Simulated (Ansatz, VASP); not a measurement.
# TaN in VASP and in Ansatz

The input INCAR:

```
SYSTEM = TaN
ALGO     = Normal         ! electronic algorithm
EDIFF    = 1E-7           ! SCF threshold, eV
ENCUT    = 520            ! plane-wave cutoff, eV
GGA      = PE             ! functional
ISIF     = 2              ! what is computed and relaxed
ISMEAR   = 0              ! smearing method
LASPH    = .True.         ! aspherical terms in the spheres
LCHARG   = .False.        ! write CHGCAR
LREAL    = .False.        ! projectors in reciprocal space
LWAVE    = .False.        ! write WAVECAR
NBANDS   = 15             ! bands
NELM     = 100            ! most SCF steps
PREC     = Accurate       ! precision mode
SIGMA    = 0.15           ! smearing width, eV
```

File KPOINTS:

```
k-points
0
Gamma
  8 8 8
  0 0 0
```

File POSCAR:

```
TaN
1.0
    0.0000000000      2.1790000000      2.1790000000
    2.1790000000      0.0000000000      2.1790000000
    2.1790000000      2.1790000000      0.0000000000
Ta N
1 1
Direct
    0.4932826847      0.5083273153      0.4938773153
    0.0264700000      0.9971200000      0.9852200000
```

Input for Ansatz:

```yaml
crystal:
  lattice:
    - [0.0, 2.179, 2.179]
    - [2.179, 0.0, 2.179]
    - [2.179, 2.179, 0.0]
  atoms:
    - { symbol: Ta, position: [0.49328268471776043, 0.5083273152822395, 0.49387731528223955] }
    - { symbol: "N", position: [0.02647, 0.99712, 0.98522] }
basis:
  ecutwfc: 540.0
  xc_grid: 2
kpoints:
  mp_grid:
    grid: [8, 8, 8]
hamiltonian:
  xc: pbe
scf:
  convergence:
    dr2_threshold: 1.0e-09
  occupations:
    method: gaussian
    width: 0.15
output:
  forces: true
  stress: true
```

Alike in both runs: task single point; functional PBE; k mesh 8 × 8 × 8; occupations gaussian, width 0.15 eV; no spin polarisation.

```csv
,VASP,Ansatz
version,VASP 6.6.1,Ansatz 0.2.0
potentials or method,"VASP PAW PBE potentials, release 64 (Ta_pv, N)","plane waves, PAW"
plane-wave cutoff (eV),520,540
valence electrons in the cell,16,18
```

Ansatz gave:

| Item | Value |
| --- | --- |
| pressure (GPa) | 16.1 |
| largest component of the traceless stress (GPa) | 0.55 |
| rms of the force components (eV/Å) | 0.499 |

Task: Which values does VASP return?

Result: Pressure (GPa): 17.1; largest component of the traceless stress (GPa): 0.56; rms of the force components (eV/Å): 0.500.

Atom by atom the forces differ by 0.001 eV/Å (rms over components). The two sets of potentials don't hold the same shells in valence. Ansatz warned: «stress_scf_threshold_loose».

Caveats: so large a pressure means that the cell lies far from this level's equilibrium, or that cutoff or potentials fall short (VASP). Spin-orbit coupling is left out, which matters for the levels of Ta.
